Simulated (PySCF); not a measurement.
Do core-level shifts follow atomic charges?

C5H5N.
SMILES with atom numbers: `[cH:1]1[cH:2][cH:3][n:4][cH:5][cH:6]1`

Binding energies: delta-SCF UKS SCAN, pcX-3 on the ionised atom, pcseg-2 elsewhere, spin-free X2C in PySCF 2.14.0. Charges: PBE0/pcSseg-2 ground-state density, for the ionised atom.

```json
{"atom": "C2", "environment": "aromatic CH carbon", "C 1s (eV)": "290.53", "Mulliken (e)": "-0.089", "IAO (e)": "-0.185", "Hirshfeld (e)": "-0.054", "ESP (e)": "-0.633"}
{"atom": "C1", "environment": "aromatic CH carbon", "C 1s (eV)": "290.83", "Mulliken (e)": "+0.058", "IAO (e)": "-0.124", "Hirshfeld (e)": "-0.033", "ESP (e)": "+0.374"}
{"atom": "C3", "environment": "aromatic CH next to a ring nitrogen", "C 1s (eV)": "291.18", "Mulliken (e)": "+0.134", "IAO (e)": "-0.010", "Hirshfeld (e)": "+0.013", "ESP (e)": "+0.558"}
```

Q: How well does each charge scheme correlate with the binding energies over these sites?

A: IAO: r = 0.99, slope 3.6 eV per e; Hirshfeld: r = 0.99, slope 9.3 eV per e; Mulliken: r = 0.98, slope 2.8 eV per e; ESP: r = 0.91, slope 0.5 eV per e. On 3 points no scheme stands out.

Q: The point-charge model writes a binding energy as kq + V + constant, with V the potential of the other atoms' charges at the site. What does it give with the Hirshfeld charges?

A: V = Σ 14.40 eV Å × q/r over all other atoms: +0.51 eV at C2, +0.19 eV at C1, -0.97 eV at C3. Fitting binding energy − V to q gives k = 31.7 eV per e and leaves an rms residual of 0.03 eV, against 0.04 eV for the fit on q alone. The model has no term for differences in relaxation between sites.

Geometry: PBE0-D3(BJ)/def2-TZVP; no solvent, vibrations or thermal averaging.
